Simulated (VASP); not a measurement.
# BN (Imm2) in VASP: a series of runs, part 2 of 3

VASP 6.6.1. The steps go on from the part before.

## Step 3: Band structure, r2SCAN

Input file INCAR:

```
  PREC = Accurate
  ENCUT = 520
  EDIFF = 1E-6
  ISMEAR = 0
  SIGMA = 0.02
  LREAL = F
  LASPH = T
  NELM = 100
  ALGO = Normal
  ISIF = 2
  LWAVE = F
  LCHARG = F
  METAGGA = R2SCAN
  LMIXTAU = T
  KPAR = 4
```

Input file KPOINTS:

```
Automatic mesh
0
Gamma
  9 7 9
```

Input file POSCAR:

```
BN                                      
1.0
    2.5561910140      0.0000000000      0.0000000000
    0.0000000000      3.6150000000      0.0000000000
    0.0000000000      0.0000000000      2.5754904697
  B               N             
     2     2
Direct
     0.0000000000000000    0.0000000000000000    0.0000000000000000
     0.5000000000000000    0.5000000000000000    0.5000000000000000
     0.0000000000000000    0.2500000000000000    0.5000000000000000
     0.5000000000000000    0.7500000000000000    0.0000000000000000
```

Input file KPOINTS_OPT:

```
path GXMGZRAZ,XR,MA
15
line-mode
reciprocal
 0.0000000000  0.0000000000  0.0000000000  G
 0.0000000000  0.0000000000 -0.5000000000  X

 0.0000000000  0.0000000000 -0.5000000000  X
-0.5000000000  0.0000000000 -0.5000000000  M

-0.5000000000  0.0000000000 -0.5000000000  M
 0.0000000000  0.0000000000  0.0000000000  G

 0.0000000000  0.0000000000  0.0000000000  G
 0.0000000000 -0.5000000000  0.0000000000  Z

 0.0000000000 -0.5000000000  0.0000000000  Z
 0.0000000000 -0.5000000000 -0.5000000000  R

 0.0000000000 -0.5000000000 -0.5000000000  R
-0.5000000000 -0.5000000000 -0.5000000000  A

-0.5000000000 -0.5000000000 -0.5000000000  A
 0.0000000000 -0.5000000000  0.0000000000  Z

 0.0000000000  0.0000000000 -0.5000000000  X
 0.0000000000 -0.5000000000 -0.5000000000  R

-0.5000000000  0.0000000000 -0.5000000000  M
-0.5000000000 -0.5000000000 -0.5000000000  A
```

Potentials or basis: VASP PAW PBE potentials, release 64 (B, N).

Command:

```sh
> cat potpaw_PBE.64/B/POTCAR potpaw_PBE.64/N/POTCAR > POTCAR
> mpirun -np 4 vasp_std > vasp.out
```

OUTCAR:

```text
PREC = Accurate
   ENCUT = 520
   EDIFF = 1E-6
   ISMEAR = 0
   LREAL = F
   LASPH = T
   NELM = 100
   ISIF = 2
   METAGGA = R2SCAN

 ion  position               nearest neighbor table
   1  0.000  0.000  0.000-   4 1.57   4 1.57   3 1.57   3 1.57
   2  0.500  0.500  0.500-   3 1.57   3 1.57   4 1.57   4 1.57
   3  0.000  0.250  0.500-   2 1.57   2 1.57   1 1.57   1 1.57
   4  0.500  0.750  0.000-   1 1.57   1 1.57   2 1.57   2 1.57

  LATTYP: Found a simple orthorhombic cell.
 ALAT       =     2.5561910140
 B/A-ratio  =     1.0075500835
 C/A-ratio  =     1.4142135624

  Lattice vectors:

 A1 = (  -2.5561910140,   0.0000000000,   0.0000000000)
 A2 = (   0.0000000000,   0.0000000000,   2.5754904697)
 A3 = (   0.0000000000,   3.6150000000,   0.0000000000)

Analysis of symmetry for initial positions (statically):
=====================================================================
 Subroutine PRICEL returns following result:

  LATTYP: Found a body centered orthorhombic cell.
 ALAT       =     2.5561910140
 B/A-ratio  =     1.0075500835
 C/A-ratio  =     1.4142135624

  Lattice vectors:

 A1 = (   1.2780955070,   1.8075000000,   1.2877452349)
 A2 = (  -1.2780955070,   1.8075000000,  -1.2877452349)
 A3 = (  -1.2780955070,  -1.8075000000,   1.2877452349)

   2 primitive cells build up your supercell.

 Routine SETGRP: Setting up the symmetry group for a
 simple orthorhombic supercell.

 Subroutine GETGRP returns: Found  4 space group operations
 (whereof  4 operations were pure point group operations)
 out of a pool of  8 trial point group operations.

The static configuration has the point symmetry C_2v.

Analysis of symmetry for dynamics (positions and initial velocities):
=====================================================================
 Subroutine PRICEL returns following result:

  LATTYP: Found a body centered orthorhombic cell.
 ALAT       =     2.5561910140
 B/A-ratio  =     1.0075500835
 C/A-ratio  =     1.4142135624

  Lattice vectors:

 A1 = (   1.2780955070,   1.8075000000,   1.2877452349)
 A2 = (  -1.2780955070,   1.8075000000,  -1.2877452349)
 A3 = (  -1.2780955070,  -1.8075000000,   1.2877452349)

   2 primitive cells build up your supercell.

 Routine SETGRP: Setting up the symmetry group for a
 simple orthorhombic supercell.

 Subroutine GETGRP returns: Found  4 space group operations
 (whereof  4 operations were pure point group operations)
 out of a pool of  8 trial point group operations.

The dynamic configuration has the point symmetry C_2v.

 Subroutine INISYM returns: Found  4 space group operations
 (whereof  4 operations are pure point group operations),
 and found     2 'primitive' translations

----------------------------------------------------------------------------------------

                                     Primitive cell

  volume of cell :      11.8996

  direct lattice vectors                    reciprocal lattice vectors
     1.278095507  1.807500000  1.287745235     0.000000000  0.276625173  0.388275558
    -1.278095507  1.807500000 -1.287745235    -0.391207071  0.276625173  0.000000000
    -1.278095507 -1.807500000  1.287745235    -0.391207071  0.000000000  0.388275558

[... 66 lines left out ...]
   number of dos      NEDOS =    301   number of ions     NIONS =      4
   total plane-waves  NPLWV =  11200
   dimension x,y,z NGX =    20 NGY =   28 NGZ =   20
   dimension x,y,z NGXF=    40 NGYF=   56 NGZF=   40
   ions per type =               2   2
   NGX,Y,Z   is equivalent  to a cutoff of  13.01, 12.88, 12.91 a.u.
   NGXF,Y,Z  is equivalent  to a cutoff of  26.01, 25.75, 25.82 a.u.
 SYSTEM =  unknown system
   PREC   = accura    normal or accurate (medium, high low for compatibility)
   ISTART =      0    job   : 0-new  1-cont  2-samecut
   ICHARG =      2    charge: 1-file 2-atom 10-const
   ISPIN  =      1    spin polarized calculation?
   LNONCOLLINEAR =      F non collinear calculations
   LSORBIT =      F    spin-orbit coupling
   LASPH  =      T    aspherical Exc in radial PAW
   ENCUT  =  520.0 eV  38.22 Ry    6.18 a.u.   4.75  6.72  4.79*2*pi/ulx,y,z
   NELM   =    100;   NELMIN=  2; NELMDL= -5     # of ELM steps
   EDIFF  = 0.1E-05   stopping-criterion for ELM
   LREAL  =      F    real-space projection
   EDIFFG = 0.1E-04   stopping-criterion for IOM
   NSW    =      0    number of steps for IOM
   IBRION =     -1    ionic relax: 0-MD 1-quasi-New 2-CG
   NFREE  =      0    steps in history (QN), initial steepest desc. (CG)
   ISIF   =      2    stress and relaxation
   ISYM   =      2    0-nonsym 1-usesym 2-fastsym
   POTIM  = 0.5000    time-step for ionic-motion
   TEBEG  =    0.0;   TEEND  =   0.0 temperature during run
   PSTRESS=    0.0 pullay stress
   NELECT =      16.0000    total number of electrons
   NUPDOWN=      -1.0000    fix difference up-down
   EMIN   =  10.00;   EMAX   =-10.00  energy-range for DOS
   EFERMI =   0.00;   METHOD = LEGACY
   ISMEAR =     0;   SIGMA  =   0.02  broadening in eV -4-tet -1-fermi 0-gaus
   EFERMI_NEDOS =   21; number of points for ismear=-14 and -15
   IALGO  =     38    algorithm
   IMIX   =      4    mixing-type and parameters
     AMIX     =   0.40;   BMIX     =  1.00
     AMIX_MAG =   1.60;   BMIX_MAG =  1.00
  volume/ion in A,a.u.               =       5.95        40.15
  Fermi-wavevector in a.u.,A,eV,Ry     =   1.434149  2.710149 27.984241  2.056784
  Thomas-Fermi vector in A             =   2.553589
   LORBIT       =      0    0 simple, 1 ext, 2 COOP (PROOUT), +10 PAW based schemes
   METAGGA = R2SCAN    functional components
   LHFCALC =     F    Hartree Fock is set to
   AEXX    =    0.0000 exact exchange contribution
   IVDW    =     0    specifies the selected vdW correction
   LEPSILON=     F    determine dielectric tensor
   LRPA    =     F    only Hartree local field effects (RPA)
 non-spin polarized calculation
 Gauss-broadening in eV      SIGMA  =   0.02
  energy-cutoff  :      520.00
  volume of cell :       23.80
 maximum number of plane-waves:       657
 NGX is ok and might be reduce to    20
   NGX =  9   NGY = 13   NGZ =  9

 number of electron      16.0000000 magnetization

 Free energy of the ion-electron system (eV)
  ---------------------------------------------------
  ext. energy  EPLUGINS =         0.00000000
  ---------------------------------------------------
  free energy    TOTEN  =       -38.33932447 eV

  energy without entropy =      -38.33932447  energy(sigma->0) =      -38.33932447

 E-fermi :   7.3045     XC(G=0): -13.6064

 val. band max:        7.1746899305   @ k =   0.0000   0.0000   0.0000
 cond. band min:      12.0692194803   @ k =   0.0000   0.0000   0.0000
 fundamental gap:      4.8945295498
 Fermi energy:         7.3045102326

 k-point     1 :       0.0000    0.0000    0.0000
  band No.  band energies     occupation
      1     -14.0539      2.00000
      2      -8.3573      2.00000
      3      -2.0817      2.00000
      4       1.9861      2.00000
      5       2.1259      2.00000
      6       7.1240      2.00000
      7       7.1521      2.00000
      8       7.1747      2.00000
      9      12.0692      0.00000
     10      16.5477      0.00000
     11      16.6048      0.00000
     12      16.7506      0.00000
[... 331 lines left out ...]
 k-point    24 :       0.3333    0.0000    0.1111
  band No.  band energies     occupation
      1     -12.0609      2.00000
      2      -8.5062      2.00000
      3      -1.3785      2.00000
      4      -0.2954      2.00000
      5       1.9609      2.00000
      6       2.6798      2.00000
      7       3.7014      2.00000
      8       5.4748      2.00000
      9      16.3085      0.00000
     10      16.4800      0.00000
     11      19.3694      0.00000
     12      20.3087      0.00000

 [... further k-points ...]

------------------------ aborting loop because EDIFF is reached ----------------------------------------

  FORCE on cell =-STRESS in cart. coord.  units (eV):
  Direction    XX          YY          ZZ          XY          YZ          ZX
  --------------------------------------------------------------------------------------
  -------------------------------------------------------------------------------------
  Total       -0.1258933     -0.2826316     -1.1411012      0.0000000      0.0000000      0.0000000
  in kB       -8.4752299    -19.0269731    -76.8198065      0.0000000      0.0000000      0.0000000
  external PRESSURE =     -34.7740031 kB  Pullay stress =       0.0000000 kB

 VOLUME and BASIS-vectors are now :
 -----------------------------------------------------------------------------
  energy-cutoff  :      520.00
  volume of cell :       23.80
      direct lattice vectors                 reciprocal lattice vectors
     2.556191014  0.000000000  0.000000000     0.391207071  0.000000000  0.000000000
     0.000000000  3.615000000  0.000000000     0.000000000  0.276625173  0.000000000
     0.000000000  0.000000000  2.575490470     0.000000000  0.000000000  0.388275558

 POSITION                                       TOTAL-FORCE (eV/Angst)
 -----------------------------------------------------------------------------------
      0.00000      0.00000      0.00000         0.000000      0.003519     -0.000000
      1.27810      1.80750      1.28775         0.000000      0.003519     -0.000000
      0.00000      0.90375      1.28775         0.000000     -0.003519     -0.000000
      1.27810      2.71125      0.00000        -0.000000     -0.003519      0.000000
 -----------------------------------------------------------------------------------
    total drift:                                0.000000      0.000041     -0.000000

  FREE ENERGIE OF THE ION-ELECTRON SYSTEM (eV)
  ---------------------------------------------------
  free  energy   TOTEN  =       -38.3393244660 eV

  energy  without entropy=      -38.3393244660  energy(sigma->0) =      -38.33932447
```

It took 26 s on 4 MPI ranks of Intel Xeon 6975P-C (Granite Rapids), shared host; peak memory 0.18 GiB.

What came out:

- Free energy: -38.3393 eV
- Pressure: -3.5 GPa
- Largest force: 0.004 eV/Å
- Band gap on the k mesh: 4.89 eV
- Band gap along the path: 4.89 eV

Forces on the atoms (eV/Å):
```
B    0.000  0.004  0.000
B    0.000  0.004  0.000
N    0.000 -0.004  0.000
N    0.000 -0.004  0.000
```

Stress tensor (GPa, compression positive):
```
-0.85  0.00  0.00
 0.00 -1.90  0.00
 0.00  0.00 -7.68
```

Levels at the corners of the path, in eV from the valence-band top:
```
point  band 4  band 5  band 6  band 7  band 8  band 9  band 10  band 11  band 12
    Γ   -5.19   -5.05   -0.05   -0.02    0.00    4.89     9.37     9.43     9.58
    X   -7.85   -5.80   -5.80   -2.18   -2.18   10.38    10.38    13.04    13.04
    X   -7.85   -5.80   -5.80   -2.18   -2.18   10.38    10.38    13.04    13.04
    M   -9.31   -5.07   -5.07   -5.06   -5.06    4.96     4.96     9.78     9.78
    M   -9.31   -5.07   -5.07   -5.06   -5.06    4.96     4.96     9.78     9.78
    Γ   -5.19   -5.05   -0.05   -0.02    0.00    4.89     9.37     9.43     9.58
    Γ   -5.19   -5.05   -0.05   -0.02    0.00    4.89     9.37     9.43     9.58
    Z   -4.19   -3.20   -3.20   -3.09   -3.09    7.33     7.33    12.15    12.15
    Z   -4.19   -3.20   -3.20   -3.09   -3.09    7.33     7.33    12.15    12.15
    R  -11.05   -2.03   -2.03   -1.96   -1.96   10.73    10.73    11.40    11.40
    R  -11.05   -2.03   -2.03   -1.96   -1.96   10.73    10.73    11.40    11.42
    A   -7.97   -7.18   -7.18   -6.66   -6.66   10.32    10.32    14.21    14.21
    A   -7.97   -7.18   -7.18   -6.66   -6.66   10.32    10.32    14.21    14.21
    Z   -4.19   -3.20   -3.20   -3.09   -3.09    7.33     7.33    12.15    12.15
    X   -7.85   -5.80   -5.80   -2.18   -2.18   10.38    10.38    13.04    13.04
    R  -11.05   -2.03   -2.03   -1.96   -1.96   10.73    10.73    11.40    11.41
    M   -9.31   -5.07   -5.07   -5.06   -5.06    4.96     4.96     9.78     9.78
    A   -7.97   -7.18   -7.18   -6.66   -6.66   10.32    10.32    14.21    14.21
```

Caveat: the PAW data sets were made with another functional, which shifts forces and pressure a little.

[end of part 2 of 3]
